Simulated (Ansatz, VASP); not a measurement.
# MgI2: VASP beside Ansatz, part 2 of 2

Wanted: the spread between two codes on one cell, functional and k mesh. The structure shown is the end of the VASP relaxation below.

VASP 6.6.1 and Ansatz 0.2.0.

So far: Set-up; VASP: relaxation, PBEsol; Ansatz: single point, PBEsol; Side by side.

## Step 5: VASP: band structure, PBEsol

Level of this step: PBEsol; plane waves and PAW (I, Mg) (VASP).

The same path points are solved in both programs, so levels can be compared one by one.

File INCAR:

```
SYSTEM = MgI2
PREC = Normal
ENCUT = 300
EDIFF = 1E-06
NELM = 120
ISMEAR = 0
SIGMA = 0.05
LREAL = .FALSE.
ALGO = Fast
GGA = PS
NBANDS = 21
LORBIT = 11
LWAVE = .FALSE.
LCHARG = .TRUE.
IDIPOL = 3
LDIPOL = .TRUE.
DIPOL = 0.5 0.5 0.5
LVHAR = .TRUE.
LVACPOTAV = .TRUE.
LELF = .TRUE.
NEDOS = 1500
```

File POSCAR:

```
MgI2
1.0
    4.1400000000      0.0000000000      0.0000000000
   -2.0700000000      3.5853451720      0.0000000000
    0.0000000000      0.0000000000     18.4400000000
I Mg
2 1
Direct
    0.3333333330      0.6666666670      0.5902922217
    0.6666666670      0.3333333330      0.4097077783
    0.0000000000      0.0000000000      0.5000000000
```

File KPOINTS:

```
Automatic mesh
0
Gamma
9 9 1
0 0 0
```

File KPOINTS_OPT:

```
Line mode
14
Line-mode
Reciprocal
  0.00000000   0.00000000   0.00000000 GAMMA
  0.50000000   0.00000000   0.00000000 M

  0.50000000   0.00000000   0.00000000 M
  0.33333333   0.33333333   0.00000000 K

  0.33333333   0.33333333   0.00000000 K
  0.00000000   0.00000000   0.00000000 GAMMA
```

The projector-augmented-wave data sets are I and Mg (PBE family, release 64).

Started as:

```console
$ mpirun -np 2 vasp_std
```

Numbers of over 12 decimals in the logs are rounded to 6 here.

Output:

```text
[banner, memory and clock lines left out]
running    2 mpi-ranks, on    1 nodes
[...]
[... a notice as in an earlier step ...]

 LDA part: xc-table for (Slater+PW92), standard interpolation
|                                                                             |
|           W    W    AA    RRRRR   N    N  II  N    N   GGGG   !!!           |
|           W    W   A  A   R    R  NN   N  II  NN   N  G    G  !!!           |
|           W    W  A    A  R    R  N N  N  II  N N  N  G       !!!           |
|           W WW W  AAAAAA  RRRRR   N  N N  II  N  N N  G  GGG   !            |
|           WW  WW  A    A  R   R   N   NN  II  N   NN  G    G                |
|           W    W  A    A  R    R  N    N  II  N    N   GGGG   !!!           |
|                                                                             |
|     The number of bands has been changed from the values supplied in        |
|     The orbitals not found in the WAVECAR file will be initialized with     |
|     random numbers, which is usually adequate. For correlated               |
[...]
|     workfunction values.                                                    |
|                                                                             |

   1 F= -.83987229E+01 E0= -.83987229E+01  d E =-.353784E-11
 Start KPOINTS_OPT (optional k-point list driver)
k-point batch [1-12\42]
       N       E                     dE             ncg
DAV:   1    -0.333471779139E+03   -0.19246E+04      528
DAV:   2    -0.122264475988E+04   -0.88917E+03      702
DAV:   3    -0.133510314630E+04   -0.11246E+03      690
DAV:   4    -0.133885078849E+04   -0.37476E+01      702
DAV:   5    -0.133886953874E+04   -0.18750E-01      722
DAV:   6    -0.133887025155E+04   -0.71282E-03      716
DAV:   7    -0.133887025674E+04   -0.51838E-05      740
DAV:   8    -0.133887025687E+04   -0.12649E-06      428
[...]
k-point batch [37-42\42]
       N       E                     dE             ncg
DAV:   1     0.156752824761E+04   -0.45885E+03      264
DAV:   2     0.112997505910E+04   -0.43755E+03      358
DAV:   3     0.107269667434E+04   -0.57278E+02      312
DAV:   4     0.107081914933E+04   -0.18775E+01      360
DAV:   5     0.107080797107E+04   -0.11178E-01      314
DAV:   6     0.107080750428E+04   -0.46679E-03      380
DAV:   7     0.107080750103E+04   -0.32538E-05      330
DAV:   8     0.107080750095E+04   -0.81415E-07      234
```

Parts of OUTCAR (step 5):

```text
  Total       -0.1200101     -0.1200101     -0.0279669      0.0000000      0.0000000      0.0000000
  in kB       -0.7024838     -0.7024838     -0.1637055      0.0000000      0.0000000      0.0000000
  external PRESSURE =      -0.5228910 kB  Pullay stress =       0.0000000 kB

 POSITION                                       TOTAL-FORCE (eV/Angst)
 -----------------------------------------------------------------------------------
     -0.00000      2.39023     10.88499         0.000000      0.000000     -0.004769
      2.07000      1.19512      7.55501        -0.000000     -0.000000      0.004769
      0.00000      0.00000      9.22000        -0.000000      0.000000      0.000000
 -----------------------------------------------------------------------------------
    total drift:                               -0.000000     -0.000000     -0.000000

  FREE ENERGIE OF THE ION-ELECTRON SYSTEM (eV)
  ---------------------------------------------------
  free  energy   TOTEN  =        -8.3987229236 eV

  energy  without entropy=       -8.3987229236  energy(sigma->0) =       -8.39872292

[... 1 part as in an earlier step ...]

[... 2 further parts left out ...]
[key lines of the parts left out:]
E-fermi :  -2.9902
```

## Step 6: Ansatz: band structure, PBEsol

The same cell, functional, mesh and smearing now go to Ansatz, which takes its cutoff from its data sets.

File input.yaml:

```yaml
crystal:
  lattice:
    - [4.14, 0.0, 0.0]
    - [-2.07, 3.585345172, 0.0]
    - [0.0, 0.0, 18.44]
  atoms:
    - { symbol: I, position: [0.333333333, 0.666666667, 0.5902922217] }
    - { symbol: I, position: [0.666666667, 0.333333333, 0.4097077783] }
    - { symbol: Mg, position: [0.0, 0.0, 0.5] }
hamiltonian:
  xc: pbesol
  pseudopotentials: { kind: paw }
kpoints:
  mp_grid: { grid: [9, 9, 1] }
  band_path:
    path:
      - [0.0, 0.0, 0.0]
      - [0.03846, 0.0, 0.0]
      - [0.07692, 0.0, 0.0]
      - [0.15385, 0.0, 0.0]
      - [0.19231, 0.0, 0.0]
      - [0.26923, 0.0, 0.0]
      - [0.30769, 0.0, 0.0]
      - [0.34615, 0.0, 0.0]
      - [0.42308, 0.0, 0.0]
      - [0.46154, 0.0, 0.0]
      - [0.5, 0.0, 0.0]
      - [0.48718, 0.02564, 0.0]
      - [0.47436, 0.05128, 0.0]
      - [0.44872, 0.10256, 0.0]
      - [0.4359, 0.12821, 0.0]
      - [0.41026, 0.17949, 0.0]
      - [0.39744, 0.20513, 0.0]
      - [0.37179, 0.25641, 0.0]
      - [0.35897, 0.28205, 0.0]
      - [0.34615, 0.30769, 0.0]
      - [0.33333, 0.33333, 0.0]
      - [0.30769, 0.30769, 0.0]
      - [0.25641, 0.25641, 0.0]
      - [0.23077, 0.23077, 0.0]
      - [0.20513, 0.20513, 0.0]
      - [0.15385, 0.15385, 0.0]
      - [0.12821, 0.12821, 0.0]
      - [0.07692, 0.07692, 0.0]
      - [0.05128, 0.05128, 0.0]
      - [0.0, 0.0, 0.0]
    npoints: 1
scf:
  occupations: { method: gaussian, width: 0.05 }
  n_extra_bands: 7
efield:
  axis: 3
  dipole_correction: true
  ramp_width: 0.04
output:
  forces: true
  eigenvalues: true
```

Started as:

```console
$ ansatz run input.yaml --threads 2 --pin off --max-ram 4608MiB --backend cpu --events-out ev --progress --plain --runs-dir out
```

Output:

```text
[...]
Crystal: 3 atoms, lattice volume = 273.711 Å³
Basis set: ecut = 420 eV, 5269 PW (Γ), exchange–correlation on 60×60×250 points (8 copies of the dense FFT grid, shifted against one another)
Bands: 29, of which v1, the nominal top of the filled ones, is band 22 counted from 1 (21 counted from 0)
Symmetry: 6 space group operations
[...]
k-point 1: bands = [... 18 lower, -2.7821, -2.6769, -2.6388, -2.2687, 2.2503, 3.0685, 3.7485, 3.9598, ... 3 higher]
  k-point 2: bands = [... 18 lower, -3.4027, -2.9793, -2.7847, -2.4034, 2.4136, 3.2451, 3.9100, 4.3118, ... 3 higher]
  k-point 11: bands = [... 18 lower, -4.7406, -4.2169, -3.0234, -3.0234, 2.2304, 4.2066, 4.2067, 5.7582, ... 3 higher]
[key lines of the parts left out:]
SCF converged after 9 iterations
Free energy (F): -16779.803724 eV
Fermi energy:    -0.397458 eV
Dipole field:    D = 0.000022 V/Å  (p = 0.000033 e·Å, saw-weighted, corrected)
Work function:   Φ+ = 4.5697 eV   Φ− = 4.5701 eV
```

Elapsed: 20 s, on 2 threads of Arm Neoverse N1, shared host; peak memory 0.44 GiB; 36 s of CPU time.

## Step 7: Comparison

Both answers:

```csv
quantity,Ansatz,VASP,difference
gap over the path points (eV),3.626,3.613,+0.013
```

Levels at points of the path, from each program's valence-band top (eV; 4 filled, then empty):

```csv
k (reciprocal lattice),Ansatz,VASP
0.000 0.000 0.000,-0.29 -0.29 0.00 0.00 4.06 4.83 6.06,-0.29 -0.29 0.00 0.00 4.05 4.81 6.06
0.038 0.000 0.000,-0.34 -0.31 -0.06 0.00 4.12 4.90 6.06,-0.34 -0.31 -0.06 0.00 4.12 4.88 6.05
0.077 0.000 0.000,-0.47 -0.37 -0.21 -0.01 4.29 5.09 6.03,-0.47 -0.37 -0.21 -0.01 4.29 5.08 6.03
0.154 0.000 0.000,-0.72 -0.55 -0.54 -0.07 4.70 5.44 6.07,-0.72 -0.55 -0.54 -0.07 4.69 5.43 6.06
0.192 0.000 0.000,-0.98 -0.66 -0.55 -0.12 4.74 5.45 6.17,-0.98 -0.66 -0.55 -0.12 4.73 5.44 6.16
0.269 0.000 0.000,-1.40 -0.87 -0.56 -0.24 4.41 5.50 6.10,-1.41 -0.87 -0.55 -0.24 4.40 5.49 6.08
0.308 0.000 0.000,-1.51 -0.96 -0.57 -0.30 4.20 5.47 6.03,-1.52 -0.97 -0.57 -0.30 4.19 5.46 6.02
0.346 0.000 0.000,-1.55 -1.04 -0.60 -0.36 4.01 5.42 5.94,-1.55 -1.05 -0.60 -0.36 4.00 5.41 5.92
0.423 0.000 0.000,-1.48 -1.16 -0.68 -0.44 3.73 5.38 5.71,-1.48 -1.16 -0.68 -0.44 3.71 5.37 5.70
0.462 0.000 0.000,-1.43 -1.19 -0.71 -0.46 3.65 5.39 5.63,-1.43 -1.19 -0.71 -0.46 3.64 5.38 5.61
```

Among the levels compared at these points, filled levels agree within 6 meV and empty ones within 21 meV.

## Step 8: Summary of results

```
difference in gap on the k mesh (single point, PBEsol)          : 0.012 eV
difference in gap over the path points (band structure, PBEsol) : 0.013 eV
```

What this shows: The difference in gap over the path points is 0.013 eV (band structure, PBEsol), within the 0.08 eV picked in this series as the mark of a large difference. How closely two codes agree says nothing of how well the functional describes the real material.

[Lines on the potential files, build, host, timing and source positions are cut from VASP's logs without a mark.]

[Logs are printed without paths, hosts, clocks, repeated set-up lines and the standing remarks that a program may print on its own settings, such as how far it seeks lower states.]

[Hosts, paths, dates, database ids (printed as entryN), source tags and the programs' standing remarks are cut or masked in the printed files.]
